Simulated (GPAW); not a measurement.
# GaSb (F-43m) in GPAW: a series of runs, part 2 of 2

GPAW 26.7.0. The steps go on from the part before.

### 3 Relaxation of cell and atoms, PBE

run.py

```python
from ase.filters import FrechetCellFilter
from ase.io import read, write
from ase.optimize import BFGS
from gpaw import GPAW, PW

atoms = read('POSCAR')

calc = GPAW(mode=PW(600),
            xc='PBE',
            kpts={'size': (8, 8, 8), 'gamma': True},
            occupations={'name': 'fermi-dirac', 'width': 0.05},
            nbands=18,
            convergence={'density': 1e-05, 'forces': 0.0001},
            maxiter=150,
            txt='gpaw.txt')
atoms.calc = calc
opt = BFGS(FrechetCellFilter(atoms), trajectory='relax.traj', logfile='-')
done = opt.run(fmax=0.02, steps=60)
calc.write('gs.gpw')
write('result.traj', atoms)
print('Converged:', done)
print('Cell:', atoms.cell.cellpar().round(4))
print('Volume:', round(atoms.get_volume(), 4))
print(atoms.get_scaled_positions().round(5))
```

POSCAR

```
GaSb
1.0
    0.0000000000      3.0590000000      3.0590000000
    3.0590000000      0.0000000000      3.0590000000
    3.0590000000      3.0590000000      0.0000000000
Sb Ga
1 1
Direct
    0.7500000000      0.7500000000      0.7500000000
    0.0000000000      0.0000000000      0.0000000000
```

Potentials or basis: GPAW PAW data sets (gpaw-data 1.2.1), pw.

Command:

```bash
OMP_NUM_THREADS=1 python run.py
```

gpaw.txt:

```text
__  _  _
 | _ |_)|_||  |
 |__||  | ||/\| - 26.7.0

Input parameters:
  mode=PW(ecut=600.0),
  convergence={'density': 1e-05, 'forces': 0.0001},
  kpts=MonkhorstPack(size=(8, 8, 8), gamma=True),
  maxiter=150,
  nbands=18,
  occupations=Occupations(name='fermi-dirac', width=0.05),
  xc=XC(name='PBE')

Diagonalizing LCAO Hamiltonian
Converting LCAO to pw mode

                     Sb

       Ga

Atoms  # Å, Bohr magnetons
|   | symbol |        x |        y |        z |    initial magnetic moments |
|---|--------|----------|----------|----------|-----------------------------|
| 0 |     Sb | 4.588500 | 4.588500 | 4.588500 | ( 0.0000,  0.0000,  0.0000) |
| 1 |     Ga | 0.000000 | 0.000000 | 0.000000 | ( 0.0000,  0.0000,  0.0000) |

Unit cell  # Å
| periodic |        x |        y |        z |  lengths |    angles |
|----------|----------|----------|----------|----------|-----------|
|      yes | 0.000000 | 3.059000 | 3.059000 | 4.326079 | 60.000000 |
|      yes | 3.059000 | 0.000000 | 3.059000 | 4.326079 | 60.000000 |
|      yes | 3.059000 | 3.059000 | 0.000000 | 4.326079 | 60.000000 |

Number of symmetries: 24
Symmetry operations  # r_c * U_cc + t_c -> r_c
|    | kind |            matrix            |
|----|------|------------------------------|
|  0 |  E   |  1, 0, 0,  0, 1, 0,  0, 0, 1 |
|  1 |  σ   |  1, 0, 0,  0, 0, 1,  0, 1, 0 |
|  2 |  σ   |  1, 0,-1,  0, 1,-1,  0, 0,-1 |
|  3 |  C3  |  1, 0,-1,  0, 0,-1,  0, 1,-1 |
|  4 |  C3  |  1,-1, 0,  0,-1, 1,  0,-1, 0 |
|  5 |  σ   |  1,-1, 0,  0,-1, 0,  0,-1, 1 |
|  6 |  σ   |  0, 1, 0,  1, 0, 0,  0, 0, 1 |
|  7 |  C3  |  0, 1, 0,  0, 0, 1,  1, 0, 0 |
|  8 |  C2  |  0, 1,-1,  1, 0,-1,  0, 0,-1 |
|  9 |  S4  |  0, 1,-1,  0, 0,-1,  1, 0,-1 |
| 10 |  C3  |  0, 0, 1,  1, 0, 0,  0, 1, 0 |
| 11 |  σ   |  0, 0, 1,  0, 1, 0,  1, 0, 0 |
| 12 |  S4  |  0, 0,-1,  1, 0,-1,  0, 1,-1 |
| 13 |  C3  |  0, 0,-1,  0, 1,-1,  1, 0,-1 |
| 14 |  S4  |  0,-1, 1,  1,-1, 0,  0,-1, 0 |
| 15 |  C2  |  0,-1, 1,  0,-1, 0,  1,-1, 0 |
| 16 |  C3  |  0,-1, 0,  1,-1, 0,  0,-1, 1 |
| 17 |  S4  |  0,-1, 0,  0,-1, 1,  1,-1, 0 |
| 18 |  S4  | -1, 1, 0, -1, 0, 1, -1, 0, 0 |
| 19 |  C3  | -1, 1, 0, -1, 0, 0, -1, 0, 1 |
| 20 |  C3  | -1, 0, 1, -1, 1, 0, -1, 0, 0 |
| 21 |  S4  | -1, 0, 1, -1, 0, 0, -1, 1, 0 |
[... 167 lines left out ...]
Fermi level: 4.966
Eigenvalues  # (at kpt = [0.000, 0.000, 0.000])
| band index |      eig [eV] | occ [0-2] |
|------------|---------------|-----------|
|          0 |       -23.868 |     2.000 |
|          1 |       -23.868 |     2.000 |
|          2 |       -23.868 |     2.000 |
|          3 |       -23.852 |     2.000 |
|          4 |       -23.852 |     2.000 |
|          5 |        -6.562 |     2.000 |
[... 10 lines left out ...]
|         16 |        14.424 |     0.000 |
|         17 |        14.424 |     0.000 |

Gap: 0.092 eV
Transition (v -> c):
  (s=0, k=0, n=8, [0.00, 0.00, 0.00]) -> (s=0, k=0, n=9, [0.00, 0.00, 0.00])
No difference between direct/indirect transitions

Stress tensor  # eV/Ang^3
|         x |         y |         z |
|-----------|-----------|-----------|
| -0.014654 |  0.000000 |  0.000000 |
|  0.000000 | -0.014654 | -0.000000 |
|  0.000000 | -0.000000 | -0.014654 |

Forces  # eV/Ang
|       x |        y |        z |
|---------|----------|----------|
| 0.00000 | -0.00000 | -0.00000 |  # Sb   0
| 0.00000 | -0.00000 |  0.00000 |  # Ga   1

Interpolating wave functions to new cell

                     Sb

       Ga

Atoms  # Å, Bohr magnetons
|   | symbol |        x |         y |        z |    initial magnetic moments |
|---|--------|----------|-----------|----------|-----------------------------|
| 0 |     Sb | 4.602269 |  4.602269 | 4.602269 | ( 0.0000,  0.0000,  0.0000) |
| 1 |     Ga | 0.000000 | -0.000000 | 0.000000 | ( 0.0000,  0.0000,  0.0000) |

Unit cell  # Å
| periodic |        x |        y |        z |  lengths |    angles |
|----------|----------|----------|----------|----------|-----------|
|      yes | 0.000000 | 3.068179 | 3.068179 | 4.339061 | 60.000000 |
|      yes | 3.068179 | 0.000000 | 3.068179 | 4.339061 | 60.000000 |
|      yes | 3.068179 | 3.068179 | 0.000000 | 4.339061 | 60.000000 |

Number of symmetries: 24
Symmetry operations  # r_c * U_cc + t_c -> r_c
|    | kind |            matrix            |
|----|------|------------------------------|
|  0 |  E   |  1, 0, 0,  0, 1, 0,  0, 0, 1 |
|  1 |  σ   |  1, 0, 0,  0, 0, 1,  0, 1, 0 |
|  2 |  σ   |  1, 0,-1,  0, 1,-1,  0, 0,-1 |
|  3 |  C3  |  1, 0,-1,  0, 0,-1,  0, 1,-1 |
|  4 |  C3  |  1,-1, 0,  0,-1, 1,  0,-1, 0 |
|  5 |  σ   |  1,-1, 0,  0,-1, 0,  0,-1, 1 |
|  6 |  σ   |  0, 1, 0,  1, 0, 0,  0, 0, 1 |
|  7 |  C3  |  0, 1, 0,  0, 0, 1,  1, 0, 0 |
|  8 |  C2  |  0, 1,-1,  1, 0,-1,  0, 0,-1 |
|  9 |  S4  |  0, 1,-1,  0, 0,-1,  1, 0,-1 |
| 10 |  C3  |  0, 0, 1,  1, 0, 0,  0, 1, 0 |
| 11 |  σ   |  0, 0, 1,  0, 1, 0,  1, 0, 0 |
| 12 |  S4  |  0, 0,-1,  1, 0,-1,  0, 1,-1 |
| 13 |  C3  |  0, 0,-1,  0, 1,-1,  1, 0,-1 |
| 14 |  S4  |  0,-1, 1,  1,-1, 0,  0,-1, 0 |
| 15 |  C2  |  0,-1, 1,  0,-1, 0,  1,-1, 0 |
| 16 |  C3  |  0,-1, 0,  1,-1, 0,  0,-1, 1 |
| 17 |  S4  |  0,-1, 0,  0,-1, 1,  1,-1, 0 |
| 18 |  S4  | -1, 1, 0, -1, 0, 1, -1, 0, 0 |
| 19 |  C3  | -1, 1, 0, -1, 0, 0, -1, 0, 1 |
| 20 |  C3  | -1, 0, 1, -1, 1, 0, -1, 0, 0 |
| 21 |  S4  | -1, 0, 1, -1, 0, 0, -1, 1, 0 |
[... 166 lines left out ...]
Fermi level: 4.853
Eigenvalues  # (at kpt = [0.000, 0.000, 0.000])
| band index |      eig [eV] | occ [0-2] |
|------------|---------------|-----------|
|          0 |       -23.946 |     2.000 |
|        ... |               |           |
|          2 |       -23.946 |     2.000 |
|          3 |       -23.930 |     2.000 |
|          4 |       -23.930 |     2.000 |
|          5 |        -6.591 |     2.000 |
|          6 |         4.788 |     1.571 |
|          7 |         4.788 |     1.571 |
[... 8 lines left out ...]
|         16 |        14.324 |     0.000 |
|         17 |        14.324 |     0.000 |

No gap
No difference between direct/indirect transitions

Stress tensor  # eV/Ang^3
|         x |         y |         z |
|-----------|-----------|-----------|
| -0.011617 |  0.000000 | -0.000000 |
|  0.000000 | -0.011617 | -0.000000 |
| -0.000000 | -0.000000 | -0.011617 |

Forces  # eV/Ang
|        x |       y |        z |
|----------|---------|----------|
|  0.00000 | 0.00000 |  0.00000 |  # Sb   0
| -0.00000 | 0.00000 | -0.00000 |  # Ga   1

Interpolating wave functions to new cell

                     Sb

       Ga

Atoms  # Å, Bohr magnetons
|   | symbol |         x |        y |         z |    initial magnetic moments |
|---|--------|-----------|----------|-----------|-----------------------------|
| 0 |     Sb |  4.657709 | 4.657709 |  4.657709 | ( 0.0000,  0.0000,  0.0000) |
| 1 |     Ga | -0.000000 | 0.000000 | -0.000000 | ( 0.0000,  0.0000,  0.0000) |

Unit cell  # Å
| periodic |        x |         y |        z |  lengths |    angles |
|----------|----------|-----------|----------|----------|-----------|
|      yes | 0.000000 |  3.105139 | 3.105139 | 4.391330 | 60.000000 |
|      yes | 3.105139 | -0.000000 | 3.105139 | 4.391330 | 60.000000 |
|      yes | 3.105139 |  3.105139 | 0.000000 | 4.391330 | 60.000000 |

Number of symmetries: 24
Symmetry operations  # r_c * U_cc + t_c -> r_c
|    | kind |            matrix            |
|----|------|------------------------------|
|  0 |  E   |  1, 0, 0,  0, 1, 0,  0, 0, 1 |
|  1 |  σ   |  1, 0, 0,  0, 0, 1,  0, 1, 0 |
|  2 |  σ   |  1, 0,-1,  0, 1,-1,  0, 0,-1 |
|  3 |  C3  |  1, 0,-1,  0, 0,-1,  0, 1,-1 |
|  4 |  C3  |  1,-1, 0,  0,-1, 1,  0,-1, 0 |
|  5 |  σ   |  1,-1, 0,  0,-1, 0,  0,-1, 1 |
|  6 |  σ   |  0, 1, 0,  1, 0, 0,  0, 0, 1 |
|  7 |  C3  |  0, 1, 0,  0, 0, 1,  1, 0, 0 |
|  8 |  C2  |  0, 1,-1,  1, 0,-1,  0, 0,-1 |
|  9 |  S4  |  0, 1,-1,  0, 0,-1,  1, 0,-1 |
| 10 |  C3  |  0, 0, 1,  1, 0, 0,  0, 1, 0 |
| 11 |  σ   |  0, 0, 1,  0, 1, 0,  1, 0, 0 |
| 12 |  S4  |  0, 0,-1,  1, 0,-1,  0, 1,-1 |
| 13 |  C3  |  0, 0,-1,  0, 1,-1,  1, 0,-1 |
| 14 |  S4  |  0,-1, 1,  1,-1, 0,  0,-1, 0 |
| 15 |  C2  |  0,-1, 1,  0,-1, 0,  1,-1, 0 |
| 16 |  C3  |  0,-1, 0,  1,-1, 0,  0,-1, 1 |
| 17 |  S4  |  0,-1, 0,  0,-1, 1,  1,-1, 0 |
| 18 |  S4  | -1, 1, 0, -1, 0, 1, -1, 0, 0 |
| 19 |  C3  | -1, 1, 0, -1, 0, 0, -1, 0, 1 |
| 20 |  C3  | -1, 0, 1, -1, 1, 0, -1, 0, 0 |
| 21 |  S4  | -1, 0, 1, -1, 0, 0, -1, 1, 0 |
[... 167 lines left out ...]
Fermi level: 4.472
Eigenvalues  # (at kpt = [0.000, 0.000, 0.000])
| band index |      eig [eV] | occ [0-2] |
|------------|---------------|-----------|
|          0 |       -24.252 |     2.000 |
|        ... |               |           |
|          2 |       -24.252 |     2.000 |
|          3 |       -24.237 |     2.000 |
|          4 |       -24.237 |     2.000 |
|          5 |        -6.708 |     2.000 |
|          6 |         4.204 |     1.991 |
|          7 |         4.431 |     1.388 |
[... 8 lines left out ...]
|         16 |        13.931 |     0.000 |
|         17 |        13.931 |     0.000 |

No gap
No difference between direct/indirect transitions

Stress tensor  # eV/Ang^3
|         x |         y |         z |
|-----------|-----------|-----------|
| -0.000448 |  0.000000 | -0.000000 |
|  0.000000 | -0.000448 |  0.000000 |
| -0.000000 |  0.000000 | -0.000448 |

Forces  # eV/Ang
|        x |       y |       z |
|----------|---------|---------|
| -0.00000 | 0.00000 | 0.00000 |  # Sb   0
| -0.00000 | 0.00000 | 0.00000 |  # Ga   1

# Writing to gs.gpw (mode='')
```

Wall time 39 s (1 thread of Arm Neoverse V2, shared host); peak memory 0.2 GiB.

Results:

```
Free energy                            : -7.6661 eV
Relaxed volume                         : 29.94 Å³/atom
Relaxed cell                           : a = 4.391 Å, b = 4.391 Å, c = 4.391 Å, α = 60.00°, β = 60.00°, γ = 60.00°
Space group after relaxing (to 0.05 Å) : F-43m (No. 216)
Energy gained by relaxing              : 9.7 meV/atom
Ionic steps                            : 3
Pressure after relaxing                : 0.1 GPa
Band gap on the k mesh                 : none (metal or under the smearing width)
```

Step by step:
| step | energy change (eV) | largest force (eV/Å) | pressure (GPa) | volume (Å³) |
| --- | --- | --- | --- | --- |
| 1 | 0.0000 | 0.0000 | 2.35 | 57.25 |
| 2 | -0.0068 | 0.0000 | 1.86 | 57.77 |
| 3 | -0.0194 | 0.0000 | 0.07 | 59.88 |

Final structure:
```
CELL_PARAMETERS angstrom
0.00000 3.10514 3.10514
3.10514 0.00000 3.10514
3.10514 3.10514 0.00000
ATOMIC_POSITIONS crystal
Sb 0.75000 0.75000 0.75000
Ga 0.00000 0.00000 0.00000
```

Caveat: later steps reuse the first step's grids. Zero-point motion and thermal expansion aren't in these numbers.

### 4 Relaxation of cell and atoms, PBE, target pressure 2 GPa, at which the enthalpy is minimised

Edit run.py of step 3 so:

```diff
@@ -3,5 +3,6 @@
 from ase.optimize import BFGS
+from ase.units import GPa
 from gpaw import GPAW, PW
 
-atoms = read('POSCAR')
+atoms = read('GaSb.xyz')
 
@@ -16,3 +17,3 @@
 atoms.calc = calc
-opt = BFGS(FrechetCellFilter(atoms), trajectory='relax.traj', logfile='-')
+opt = BFGS(FrechetCellFilter(atoms, scalar_pressure=2 * GPa), trajectory='relax.traj', logfile='-')
 done = opt.run(fmax=0.02, steps=60)
```

GaSb.xyz

```xyz
2
Lattice="0.0000000000 3.0590000000 3.0590000000 3.0590000000 0.0000000000 3.0590000000 3.0590000000 3.0590000000 0.0000000000" Properties=species:S:1:pos:R:3 pbc="T T T"
Sb     4.5885000000      4.5885000000      4.5885000000
Ga     0.0000000000      0.0000000000      0.0000000000
```

Command:

```bash
OMP_NUM_THREADS=1 python run.py
```

Wall time 36 s (1 thread of Arm Neoverse V2, shared host); peak memory 0.2 GiB.

It converged, with:

| Item | Value |
| --- | --- |
| Free energy | -7.6516 eV |
| Relaxed volume | 28.81 Å³/atom |
| Relaxed cell | a = 4.335 Å, b = 4.335 Å, c = 4.335 Å, α = 60.00°, β = 60.00°, γ = 60.00° |
| Space group after relaxing (to 0.05 Å) | F-43m (No. 216) |
| Energy change on relaxing (the enthalpy is what falls) | -2.5 meV/atom |
| Ionic steps | 3 |
| Pressure after relaxing | 2.0 GPa |
| Band gap on the k mesh | none (metal or under the smearing width) |

Step by step:
| step | energy change (eV) | largest force (eV/Å) | pressure (GPa) | volume (Å³) |
| --- | --- | --- | --- | --- |
| 1 | 0.0000 | 0.0000 | 2.35 | 57.25 |
| 2 | -0.0011 | 0.0000 | 2.27 | 57.33 |
| 3 | -0.0050 | 0.0000 | 2.00 | 57.61 |

Final structure:
```
Sb Ga
1.0
     0.00000    3.06550    3.06550
     3.06550    0.00000    3.06550
     3.06550    3.06550    0.00000
Sb Ga
1 1
Cartesian
  4.5982 4.5982 4.5982
  0.0000 0.0000 0.0000
```

Levels at points of the mesh, in eV from the Fermi level:
```csv
k point,band 6,band 7,band 8,band 9,band 10,band 11,band 12,band 13
"(0.00, 0.00, 0.00)",-11.47,-0.07,-0.07,-0.07,-0.02,2.75,2.75,2.75
"(0.50, 0.50, 0.00)",-9.12,-6.80,-2.60,-2.60,0.87,1.22,8.64,8.64
"(0.50, 0.50, 0.50)",-9.91,-6.37,-1.21,-1.21,0.36,3.72,3.72,6.45
```

Caveat: later steps reuse the first step's grids.

### 5 Relaxation of cell and atoms, PBE, target pressure 5 GPa, at which the enthalpy is minimised

Edit run.py of step 4 so:

```diff
@@ -6,3 +6,3 @@
 
-atoms = read('GaSb.xyz')
+atoms = read('POSCAR')
 
@@ -17,3 +17,3 @@
 atoms.calc = calc
-opt = BFGS(FrechetCellFilter(atoms, scalar_pressure=2 * GPa), trajectory='relax.traj', logfile='-')
+opt = BFGS(FrechetCellFilter(atoms, scalar_pressure=5 * GPa), trajectory='relax.traj', logfile='-')
 done = opt.run(fmax=0.02, steps=60)
```

POSCAR is that of step 3.

Potentials or basis: GPAW PAW data sets (gpaw-data 1.2.1), pw.

Command:

```bash
OMP_NUM_THREADS=1 python run.py
```

gpaw.txt:

```text
__  _  _
 | _ |_)|_||  |
 |__||  | ||/\| - 26.7.0

Input parameters:
  mode=PW(ecut=600.0),
  convergence={'density': 1e-05, 'forces': 0.0001},
  kpts=MonkhorstPack(size=(8, 8, 8), gamma=True),
  maxiter=150,
  nbands=18,
  occupations=Occupations(name='fermi-dirac', width=0.05),
  xc=XC(name='PBE')

Diagonalizing LCAO Hamiltonian
Converting LCAO to pw mode

                     Sb

       Ga

Atoms  # Å, Bohr magnetons
|   | symbol |        x |        y |        z |    initial magnetic moments |
|---|--------|----------|----------|----------|-----------------------------|
| 0 |     Sb | 4.588500 | 4.588500 | 4.588500 | ( 0.0000,  0.0000,  0.0000) |
[... 522 lines left out ...]
|  4 |  C3  |  1,-1, 0,  0,-1, 1,  0,-1, 0 |
|  5 |  σ   |  1,-1, 0,  0,-1, 0,  0,-1, 1 |
|  6 |  σ   |  0, 1, 0,  1, 0, 0,  0, 0, 1 |
|  7 |  C3  |  0, 1, 0,  0, 0, 1,  1, 0, 0 |
|  8 |  C2  |  0, 1,-1,  1, 0,-1,  0, 0,-1 |
[... 225 lines left out ...]
       Ga

Atoms  # Å, Bohr magnetons
|   | symbol |         x |        y |        z |    initial magnetic moments |
|---|--------|-----------|----------|----------|-----------------------------|
| 0 |     Sb |  4.523773 | 4.523773 | 4.523773 | ( 0.0000,  0.0000,  0.0000) |
| 1 |     Ga | -0.000000 | 0.000000 | 0.000000 | ( 0.0000,  0.0000,  0.0000) |

Unit cell  # Å
| periodic |         x |         y |        z |  lengths |    angles |
|----------|-----------|-----------|----------|----------|-----------|
|      yes | -0.000000 |  3.015848 | 3.015848 | 4.265054 | 60.000000 |
|      yes |  3.015848 | -0.000000 | 3.015848 | 4.265054 | 60.000000 |
|      yes |  3.015848 |  3.015848 | 0.000000 | 4.265054 | 60.000000 |

Number of symmetries: 24
Symmetry operations  # r_c * U_cc + t_c -> r_c
|    | kind |            matrix            |
|----|------|------------------------------|
|  0 |  E   |  1, 0, 0,  0, 1, 0,  0, 0, 1 |
|  1 |  σ   |  1, 0, 0,  0, 0, 1,  0, 1, 0 |
|  2 |  σ   |  1, 0,-1,  0, 1,-1,  0, 0,-1 |
|  3 |  C3  |  1, 0,-1,  0, 0,-1,  0, 1,-1 |
|  4 |  C3  |  1,-1, 0,  0,-1, 1,  0,-1, 0 |
|  5 |  σ   |  1,-1, 0,  0,-1, 0,  0,-1, 1 |
|  6 |  σ   |  0, 1, 0,  1, 0, 0,  0, 0, 1 |
|  7 |  C3  |  0, 1, 0,  0, 0, 1,  1, 0, 0 |
|  8 |  C2  |  0, 1,-1,  1, 0,-1,  0, 0,-1 |
[... 213 lines left out ...]
Forces  # eV/Ang
|        x |        y |        z |
|----------|----------|----------|
|  0.00000 |  0.00000 | -0.00000 |  # Sb   0
| -0.00000 | -0.00000 | -0.00000 |  # Ga   1

# Writing to gs.gpw (mode='')
```

Run time: 49 s. Hardware: 1 thread of Arm Neoverse V2, shared host; peak memory 0.22 GiB.

Results:

* Free energy: -7.5925 eV
* Relaxed volume: 27.43 Å³/atom
* Relaxed cell: a = 4.265 Å, b = 4.265 Å, c = 4.265 Å, α = 60.00°, β = 60.00°, γ = 60.00°
* Space group after relaxing (to 0.05 Å): F-43m (No. 216)
* Energy change on relaxing (the enthalpy is what falls): +27.0 meV/atom
* Ionic steps: 4
* Pressure after relaxing: 5.0 GPa
* Band gap on the k mesh: 0.41 eV, direct

The path:
```csv
step,energy change (eV),largest force (eV/Å),pressure (GPa),volume (Å³)
1,0.0000,0.0000,2.35,57.25
2,0.0095,0.0000,2.93,56.67
3,0.0581,0.0000,5.16,54.73
4,0.0540,0.0000,4.99,54.86
```

Final structure:
```xyz
2
Lattice="0.0000 3.0158 3.0158 3.0158 0.0000 3.0158 3.0158 3.0158 0.0000" Properties=species:S:1:pos:R:3 pbc="T T T"
Sb    4.5238    4.5238    4.5238
Ga    0.0000    0.0000    0.0000
```

Caveat: later steps reuse the first step's grids; spin-orbit coupling is left out, which moves the levels of the heavy elements. A k mesh can miss the band edges.

### 6 Summary

```csv
task,cell,optimizer,fmax,max steps,convergence,target pressure,gap on the mesh (eV),pressure (GPa)
single point,as given,-,-,-,-,-,0.09,2.3
relaxation of cell and atoms,relaxed,BFGS,0.02 eV/Å,60,density=1e-05 forces=0.0001,-,none,0.1
relaxation of cell and atoms,relaxed to 2 GPa,BFGS,0.02 eV/Å,60,density=1e-05 forces=0.0001,2 GPa,none,2.0
relaxation of cell and atoms,relaxed to 5 GPa,BFGS,0.02 eV/Å,60,density=1e-05 forces=0.0001,5 GPa,0.41,5.0
```

Alike in all rows: level PBE; potentials or basis GPAW PAW data sets (gpaw-data 1.2.1), pw; no spin polarisation; k mesh 8 × 8 × 8; cutoff (eV) 600; smearing fermi-dirac 0.05 eV.

Caveats: later steps reuse the first step's grids (some runs); spin-orbit coupling is left out, which moves the levels of the heavy elements (some runs); the density grid can change from cell to cell, which puts small steps into energies and stress (some runs).

Total energies depend on the potentials used, so only differences within one code and one set of settings carry meaning.

### 7 How close it comes

Step 2. Measured gap of GaSb: 0.811 eV (direct; 4.2 K; a printed reference work, data compilation). This calculation gives 0.09 eV (-0.72 eV). Spin-orbit coupling on Ga, Sb is left out. The value is that of PBE on a finite k mesh, which can miss the band edges, without temperature or zero-point motion. Semilocal functionals fall short of measured gaps as a rule.
